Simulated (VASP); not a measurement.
# Te2Mo under changes of volume

One of the cells (65.404 Å³/atom); the others are scaled copies at fixed shape and fractional positions:

```xyz
3
Lattice="3.5838 0.0000 0.0000 -1.7919 3.1037 0.0000 0.0000 0.0000 17.6401" Properties=species:S:1:pos:R:3 pbc="T T T"
Te    0.0000    2.0691    1.8018
Te    0.0000    2.0691   15.8383
Mo    0.0000    0.0000    0.0000
```

```yaml
Program: VASP 6.6.1
Functional: PBE
Potentials_or_basis: VASP PAW PBE potentials, release 64 (Te, Mo_sv)
Cutoff: 520 eV
k_mesh: 9 × 9 × 2
Occupations: fermi-dirac, width 0.05 eV
Spin: no spin polarisation
```

```csv
volume (Å³/atom),energy over the lowest point (meV/atom),gap on the mesh (eV),largest force (eV/Å)
60.274,?,?,?
61.556,18.12,1.11,0.857
62.839,5.51,1.08,0.532
65.404,0.00,1.02,0.046
66.686,5.75,0.99,0.301
67.968,16.39,0.96,0.536
```

Task: What does the run at 60.274 Å³/atom give?

Result: Energy over the lowest point 38.33 meV/atom; gap on the mesh 1.15 eV; largest force 1.211 eV/Å.

Worked out: A Birch-Murnaghan fit of order 3 (a polynomial in V^(-2/3)) to the other rows has its minimum at 64.69 Å³/atom with B0 = V·E''(V) = 37 GPa and B' = 4.5 at fixed shape and positions, which overstates the stiffness. It gives 38.32 meV/atom at 60.274 Å³/atom, against the run's 38.33. A straight line through the other rows of the gap, of slope -1.51 eV per unit of ln V (its deformation potential), extrapolates to 1.14 eV, against the run's 1.15.

Energies are extrapolated to zero smearing.

Caveats: spin-orbit coupling is left out, which moves the levels of the heavy elements.

A mesh can miss the band edges.
